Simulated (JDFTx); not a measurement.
P:

```
P
1.0
     1.64774   -5.46504    0.00000
     1.64774    5.46504    0.00000
     0.00000    0.00000    4.54364
P
4
Direct
  0.90414 0.09586 0.58882
  0.09586 0.90414 0.41118
  0.59586 0.40414 0.08882
  0.40414 0.59586 0.91118
```

Program: JDFTx 1.7.0 (patched build). Alike in all runs: task single point; no spin polarisation; cell as given; smearing fermi-dirac 0.05 eV.

Order these runs on this cell by their pressure, lowest first.
A. level SCAN; potentials or basis SG15-PBE-1.2 with smoothed tails; k mesh 3 × 3 × 2; cutoff (eV) 1088; mesh quality coarse
B. level LDA; potentials or basis PseudoDojo-SR-LDA-0.4.1-standard with smoothed tails; k mesh 8 × 8 × 6; cutoff (eV) 653; mesh quality not flagged
C. level PBEsol; potentials or basis PseudoDojo-SR-PBEsol-0.4.1-standard with smoothed tails; k mesh 8 × 8 × 6; cutoff (eV) 599; mesh quality not flagged

B (-2.3 GPa), C (-0.6 GPa), A (1.3 GPa).

Caveats: some runs use coarse meshes; the potentials were made for another functional, which shifts forces and pressure (some runs).

Runs at the PBE level aren't shown here.
